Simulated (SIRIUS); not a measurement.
CoO in SIRIUS: the effect of starting spin order

Crystal: CoO.

```
Co O
1.0
     1.60222    0.92504    2.56647
    -1.60222    0.92504    2.56647
     0.00000   -1.85008    2.56647
Co O
1 1
Direct
  0.99898 0.99898 0.99898
  0.75102 0.75102 0.75102
```

Measurements of this composition are mostly on another form, of space group No. 225.

Alike in all runs:

```yaml
Program: SIRIUS 7.12.0
Task: single point
Functional: PBE
Potentials_or_basis: all-electron FP-LAPW
Cutoff: 350 eV
Basis: apw+lo standard
k_mesh: 6 × 6 × 6
Occupations: fermi-dirac, width 0.05 eV
```

| starting spin order | spin | starting moments | energy over the lowest run (meV/atom) | largest force (eV/Å) | final net moment (μB) | final largest site moment (μB) |
| --- | --- | --- | --- | --- | --- | --- |
| non-magnetic | no spin polarisation | - | ? | ? | ? | ? |
| ferromagnetic | collinear spin, ferromagnetic start | [2.0, 0.0] μB | 0.0 | 0.29 | 2.71 | 2.33 |
| ferromagnetic start, larger moments | collinear spin, ferromagnetic start | [3.5, 0] μB | 0.0 | 0.29 | 2.71 | 2.33 |

Q: What does the run with starting spin order non-magnetic give?

A: Energy over the lowest run 184.8 meV/atom; largest force 0.20 eV/Å; final net moment 0.00 μB; final largest site moment 0.00 μB.

Caveats: all runs use coarse meshes; a cell with one magnetic atom can't hold antiferromagnetic order, which such compounds often take (some runs); an odd number of electrons without spin polarisation forces a metal (some runs); a magnetic or distorted state may lie lower (some runs).
